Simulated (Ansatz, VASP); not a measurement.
Mg: VASP beside Ansatz

INCAR

```
SYSTEM = Mg
ALGO = Normal
EDIFF = 1E-8
ENCUT = 520
GGA = PE
ISIF = 2
ISMEAR = -1
LASPH = .True.
LCHARG = .False.
LEFG = .True.
LREAL = .False.
LWAVE = .False.
NBANDS = 7
NELM = 80
PREC = Accurate
SIGMA = 0.05
```

Contents of KPOINTS:

```
k-points
0
Gamma
  13 13 13
  0 0 0
```

POSCAR

```
Mg
1.0
   -1.8037275373      1.8037275373      1.8037275373
    1.8037275373     -1.8037275373      1.8037275373
    1.8037275373      1.8037275373     -1.8037275373
Mg
1
Direct
    0.0000000000      0.0000000000      0.0000000000
```

Input for Ansatz:

```yaml
crystal:
  lattice:
    - [-1.8037275373, 1.8037275373, 1.8037275373]
    - [1.8037275373, -1.8037275373, 1.8037275373]
    - [1.8037275373, 1.8037275373, -1.8037275373]
  atoms:
    - { symbol: Mg, position: [0.0, 0.0, 0.0] }
kpoints:
  mp_grid: { grid: [13, 13, 13] }
scf:
  occupations: { method: fermi_dirac, width: 0.05 }
hamiltonian:
  xc: pbe
  pseudopotentials: { kind: paw }
output:
  forces: true
  stress: true
  eigenvalues: true
  efg: { contact_densities: true }
```

Change from the starting cell: volume scaled by 1.02, PAW files.

Alike in both runs: task electric field gradients; functional PBE; k mesh 13 × 13 × 13; occupations fermi-dirac, width 0.05 eV; no spin polarisation.

|  | VASP | Ansatz |
| --- | --- | --- |
| version | VASP 6.6.1 | Ansatz 0.2.0 |
| potentials or method | VASP PAW PBE potentials, release 64 (Mg) | PAW with Ansatz's default frozen-core files, scalar-relativistic |
| plane-wave cutoff (eV) | 520 | 420 |
| valence electrons in the cell | 2 | 10 |

```csv
,VASP,Ansatz,Ansatz less VASP
pressure (GPa),-0.8,-0.7,+0.12
Vzz of the field gradient on the site that differs most (V/Å²),0.0,0.0,0.00
```

The two sets of potentials don't hold the same shells in valence.
